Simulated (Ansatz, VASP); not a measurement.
## TePt in VASP and in Ansatz

INCAR

```
SYSTEM = TePt
PREC = Accurate
ENCUT = 520
EDIFF = 1E-6
ISMEAR = -1
SIGMA = 0.05
LREAL = .False.
LASPH = .True.
NELM = 80
ALGO = Normal
ISIF = 2
LWAVE = .False.
LCHARG = .True.
LELF = .True.
LVHAR = .True.
NBANDS = 15
```

The input KPOINTS:

```
Automatic mesh
0
Gamma
  11 11 11
  0 0 0
```

Contents of POSCAR:

```
TePt
1.0
    0.0000000000      2.3436521639      2.3436521639
    2.3436521639      0.0000000000      2.3436521639
    2.3436521639      2.3436521639      0.0000000000
Pt Te
1 1
Direct
    0.0000000000      0.0000000000      0.0000000000
    0.2500000000      0.2500000000      0.2500000000
```

Input for Ansatz:

```yaml
crystal:
  lattice:
    - [0.0, 2.3436521639, 2.3436521639]
    - [2.3436521639, 0.0, 2.3436521639]
    - [2.3436521639, 2.3436521639, 0.0]
  atoms:
    - { symbol: Pt, position: [0.0, 0.0, 0.0] }
    - { symbol: Te, position: [0.25, 0.25, 0.25] }
kpoints:
  mp_grid: { grid: [11, 11, 11] }
scf:
  occupations: { method: fermi_dirac, width: 0.05 }
hamiltonian:
  xc: lda
  pseudopotentials: { kind: paw }
output:
  forces: true
  stress: true
  eigenvalues: true
  populations: true
  write_density: true
  write_potential: true
  elf: true
  volumetric_format: npy
```

Change from the starting cell: volume scaled by 0.5, PAW files.

Alike in both runs: task single point; functional LDA; k mesh 11 × 11 × 11; occupations fermi-dirac, width 0.05 eV; no spin polarisation.

|  | VASP | Ansatz |
| --- | --- | --- |
| version | VASP 6.6.1 | Ansatz 0.2.0 |
| potentials or method | VASP PAW LDA potentials, release 64 (Pt, Te) | PAW with Ansatz's default frozen-core files, scalar-relativistic |
| plane-wave cutoff (eV) | 520 | 420 |
| valence electrons in the cell | 16 | 34 |

Ansatz gave:

| Property | Result |
| --- | --- |
| pressure (GPa) | 397.1 |

Q: What did VASP give for the same quantities?

A: Pressure (GPa): 391.7.

The two sets of potentials don't hold the same shells in valence.

Caveats: the cell as given lies far from equilibrium; so large a pressure means that the cell lies far from this level's equilibrium, or that cutoff or potentials fall short (VASP). The runs have no spin-orbit coupling, so splittings on Pt, Te are missing.
